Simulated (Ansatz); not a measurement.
# CdTe (CsCl type): a single-point run

Aim: a sound single-point run of CdTe (CsCl type). The structure is shown as the input types it.

Method: DFT, PBEsol, all-electron PAW with datasets made for the crystal, scalar-relativistic, in Ansatz 0.2.0.

**1. The system as given**

It takes space group Pm-3m (No. 221, cubic). Conventional cell: a = 2.727 Å, b = 2.727 Å, c = 2.727 Å, α = 90.00°, β = 90.00°, γ = 90.00°. Around Cd (site symmetry m-3m) lie 8 Te at 2.36 Å. Te (site symmetry m-3m) is surrounded by 8 Cd at 2.36 Å.

As a file:

```cif
data_structure
_symmetry_space_group_name_H-M 'P 1'
_symmetry_Int_Tables_number 1
_cell_length_a 2.7266
_cell_length_b 2.7266
_cell_length_c 2.7266
_cell_angle_alpha 90.000
_cell_angle_beta 90.000
_cell_angle_gamma 90.000
_cell_volume 20.27
loop_
_atom_site_label
_atom_site_type_symbol
_atom_site_fract_x
_atom_site_fract_y
_atom_site_fract_z
_atom_site_occupancy
Cd1 Cd 0.00000 0.00000 0.00000 1
Te1 Te 0.50000 0.50000 0.50000 1
```

**2. Input and run**

File input.yaml:

```yaml
crystal:
  lattice:
    - [2.7266425345, 0.0, 0.0]
    - [0.0, 2.7266425345, 0.0]
    - [0.0, 0.0, 2.7266425345]
  atoms:
    - { symbol: Cd, position: [0.0, 0.0, 0.0] }
    - { symbol: Te, position: [0.5, 0.5, 0.5] }
kpoints:
  mp_grid: { grid: [13, 13, 13] }
scf:
  occupations: { method: fixed }
  max_iter: 60
hamiltonian:
  xc: pbesol
  pseudopotentials: { kind: all_electron, datasets: crystal }
output:
  forces: true
  stress: true
  eigenvalues: true
```

Launch:

```console
> ansatz run input.yaml --threads 1 --pin off --max-ram 2048MiB --backend cpu --events-out ev --progress --plain --runs-dir out
```

Output, cut to the lines that bear on the results:

```text
[...]
Pseudopotentials: kind: all_electron
Pseudopotential: Cd, paw, valence charge 20, recommended cutoff 460 eV (normal), Koelling and Harmon's equation, gaussian nucleus
Pseudopotential: Te, paw, valence charge 24, recommended cutoff 460 eV (normal), Koelling and Harmon's equation, gaussian nucleus
Functional definition: PBEsol
[...]
davidson cushion auto → on  (no smearing: the cushion is to keep the highest requested band from converging to the state above it; pin scf.eigensolver.cushion to override)
Crystal: 2 atoms, lattice volume = 20.271 Å³
Basis set: ecut = 460 eV, 461 PW (Γ), exchange–correlation on 40×40×40 points (8 copies of the dense FFT grid, shifted against one another)
Bands: 18, of which v1, the nominal top of the filled ones, is band 14 counted from 1 (13 counted from 0)
Symmetry: 48 space group operations
Space group: Pm-3m (ITA 221), of the structure as read, at distance tolerance 2.7e-5 Å
k-points: 84 of 2197
[...]
SCF iter   1: F=—  HF=-336951.448444 eV  |F-HF|=—  |Δ(HF+E_count)|=         —  Δρ=9.27e-2  dr2=1.93e0  ethr=6.42e-3  ⟨swp⟩=3.1  Hψ=9072  notcnv=0
[...]
SCF iter   8: F=-336950.570367 eV  HF=-336950.570367 eV  |F-HF|=9.43e-9  |Δ(HF+E_count)|=   1.47e-8  Δρ=4.89e-6  dr2=3.91e-9  ethr=3.77e-10  ⟨swp⟩=3.3  Hψ=4827  notcnv=0  defer=6
WARN: a fill by count may have filled part of one level: at k-index 6 the highest filled band, 46.656023 eV, and the lowest empty band, 46.656023 eV, stand 0.000e0 eV apart, within the solve's uncertainty, 2.500e-4 eV. If they are one level, whatever splits it, however little, can move [...]
SCF converged after 8 iterations
Free energy (F): -336950.570364 eV
[...]
E sigma→0 (E₀):  -336950.570364 eV
Past the cutoff: the bands carry plane waves up to 1.75 times it, of which those up to 1.5 times it add -0.000195 eV an atom, each by itself; the spheres take 0.000183 eV an atom off the energy for waves past 1.75 times it
By the cutoff:   a pressure is off by up to 0.009 GPa (1.2 times the spheres' own share and the shells' term, over an atom's volume, and 0.004 GPa: a bound that held against runs at twice the plane waves)
Past the cutoffs: a stress includes 0.0078 GPa for waves and charges beyond them, in addition to the slope of what the spheres take
In the spheres:  the bands' charges fall short by 3.7e-7 e at most (sound up to 1e-3), those of shells solved beside the bands by 1.4e-7 e (sound up to 5e-4)
Fermi energy:    46.656023 eV
[...]
  The terms above E_closure are by the made datasets' own strengths, without shells solved beside the bands.
--- Forces (eV/Å), atoms counted from 1 ---
  atom   1  Cd    -0.00000000    -0.00000000     0.00000000
  atom   2  Te     0.00000000     0.00000000     0.00000000
[...]
--- Stress (GPa, compression-positive) ---
      500.792317       0.000000       0.000000
        0.000000     500.792317       0.000000
        0.000000       0.000000     500.792317
  P = ⅓ Tr σ = 500.7923 GPa (5007.923 kbar)
  It holds what live shells' own plane waves past their cutoff add
--- Band table (eV; the first three rows and the last of 84) ---
  k-point 0: bands = ["3.0492", "3.0492", "3.4211", "3.4211", "3.4211", "19.1163", "27.3114", "27.3114", "29.9752", "29.9752", "29.9752", "39.4284", "39.4284", "39.4284", "48.0981", "48.0981"]
[...]
```

Wall time 15 s (1 thread of Arm Neoverse V2, shared host); peak memory 0.62 GiB.

**3. Checking the result**

The run converged and reported no error, with warnings (band overlap at count, crystal datasets made, metallic iterate). It gives a pressure of 501 GPa, which is large; a structure far from rest gives such values too, whatever the setting.

In the input, scf.occupations.method is fixed; scf.occupations.width is missing. The risk: fixed occupations where they can't hold. It still converged here, which does not make the setting sound.

The test: set scf.occupations.method to fermi_dirac and scf.occupations.width to 0.05.

**4. Second run, to compare**

Besides the cure, the input differs in scf.max_iter.

input.yaml, as its differences from that of step 2:

```diff
@@ -11,4 +11,3 @@
 scf:
-  occupations: { method: fixed }
-  max_iter: 60
+  occupations: { method: fermi_dirac, width: 0.05 }
 hamiltonian:
```

Launch:

```console
> ansatz run input.yaml --threads 1 --pin off --max-ram 2048MiB --backend cpu --events-out ev --progress --plain --runs-dir out
```

Excerpt of the output:

```text
[...]
Basis set: ecut = 460 eV, 461 PW (Γ), exchange–correlation on 40×40×40 points (8 copies of the dense FFT grid, shifted against one another)
[...]
k-points: 84 of 2197
[...]
SCF iter   1: F=—  HF=-336952.431852 eV  |F-HF|=—  |Δ(HF+E_count)|=         —  Δρ=8.31e-2  dr2=1.54e0  ethr=5.02e-3  ⟨swp⟩=3.8  Hψ=8653  notcnv=0
preconditioner: auto → none  [metal: Δε(μ)=0.084 eV  Ē_g=27.493 eV  σ=0.050 eV  W_gap=0.39  n_scr=6 (ndim 8)  ℏωp=43.6 eV  f_vac=0.000  D(μ)=0.61/eV (n_scr^D=6)  sad-step TF]
SCF iter   2: F=—  HF=-336951.955344 eV  |F-HF|=—  |Δ(HF+E_count)|=   4.77e-1  Δρ=4.71e-2  dr2=4.96e-1  ethr=5.02e-3  ⟨swp⟩=2.5  Hψ=3082  notcnv=0  defer=4
[...]
SCF iter   8: F=—  HF=-336951.681483 eV  |F-HF|=—  |Δ(HF+E_count)|=   8.51e-7  Δρ=3.12e-5  dr2=1.12e-7  ethr=1.43e-8  ⟨swp⟩=3.0  Hψ=3112  notcnv=0
SCF iter   9: F=-336951.681483 eV  HF=-336951.681483 eV  |F-HF|=8.73e-10  |Δ(HF+E_count)|=  6.98e-10  Δρ=4.82e-6  dr2=1.41e-9  ethr=4.01e-10  ⟨swp⟩=3.0  Hψ=3365  notcnv=0
[...]
SCF converged after 9 iterations
Free energy (F): -336951.681480 eV
[...]
E sigma→0 (E₀):  -336951.678425 eV
[...]
Fermi energy:    43.265457 eV
[...]
  P = ⅓ Tr σ = 493.7565 GPa (4937.565 kbar)
[...]
```

It took 19 s on 1 thread of Arm Neoverse V2, shared host; peak memory 0.62 GiB.

```tsv
run	ending	energy change	pressure (GPa)	gap (eV)	force (eV/Å)	cycles	time
first try	converged	+554.0 meV/atom (σ→0)	500.8	0.00	0.00	8	15 s
second try	converged	0	493.8	0.00	0.00	9	19 s
```

**5. Results**

| quantity | value |
| --- | --- |
| first try | converged, 8 SCF cycles |
| fault in the input | fixed occupations where they can't hold |
| second try | converged, 9 SCF cycles |
| total energy | -336951.6815 eV |
| pressure | 493.76 GPa |
| gap on the mesh | none (metal on this mesh) |
| largest force | 0.000 eV/Å |

What this shows: Both runs converge, but the first lies +554.0 meV/atom from the second; in the second, the pressure goes from 500.8 to 493.8 GPa. Only the second answers the question as it was meant. The structure is not at rest: the sound run finds 494 GPa, so these are no properties of the relaxed crystal. 
